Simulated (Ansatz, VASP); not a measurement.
# SrCl2: VASP beside Ansatz

```
CELL_PARAMETERS angstrom
0.00000 3.48550 3.48550
3.48550 0.00000 3.48550
3.48550 3.48550 0.00000
ATOMIC_POSITIONS crystal
Sr 0.00000 0.00000 0.00000
Cl 0.25000 0.25000 0.25000
Cl 0.75000 0.75000 0.75000
```

Alike in both runs: task single point; functional r2SCAN; k mesh 6 × 6 × 6; occupations gaussian, width 0.05 eV; no spin polarisation.

|  | VASP | Ansatz |
| --- | --- | --- |
| version | VASP 6.6.1 | Ansatz 0.2.0 |
| potentials or method | VASP PAW PBE potentials, release 64 (Sr_sv, Cl) | scalar-relativistic, plane waves, PAW |
| plane-wave cutoff (eV) | 520 | 500 |
| valence electrons in the cell | 24 | 24 |

|  | VASP | Ansatz | Ansatz less VASP |
| --- | --- | --- | --- |
| gap on the k mesh at the Fermi level (eV) | 5.98 | 5.98 | +0.001 |
| least direct gap on the mesh (eV) | 5.99 | 5.99 | 0.000 |
| pressure (GPa) | 0.4 | 0.4 | -0.04 |

Caveats: the PAW data sets were made with another functional, which shifts forces and pressure a little (VASP). A k mesh can miss the band edges. r2SCAN opens gaps a little over a GGA but as a rule still falls short of measured ones.
